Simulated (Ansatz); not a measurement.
Crystal: AgCl.

```
CELL_PARAMETERS angstrom
3.43397 0.00000 0.00000
0.00000 3.43397 0.00000
0.00000 0.00000 3.43397
ATOMIC_POSITIONS crystal
Ag 0.00000 0.00000 0.00000
Cl 0.50000 0.50000 0.50000
```

Measurements of this composition are mostly on another form, of space group No. 225.

Program: Ansatz 0.2.0. Alike in all runs: potentials or basis Ansatz PAW; cell as given; cutoff (eV) 420.

**Question.** Order these runs on this cell by their band gap on the k mesh, lowest first.
A. level LDA; spin off; k mesh 8 × 8 × 8; smearing gaussian 0.02 eV
B. level PBE; spin off; k mesh 8 × 8 × 8; smearing gaussian 0.1 eV
C. level RPBE+U; spin SOC, no magnetisation; U Ag d U = 2.5 eV; k mesh 6 × 6 × 6; smearing fermi-dirac 0.1 eV; hubbard projectors ortho-atomic (the default); double counting fll (the default)

**Answer.** A (0.28 eV), B (0.57 eV), C (0.97 eV).

A k mesh can miss the band edges.
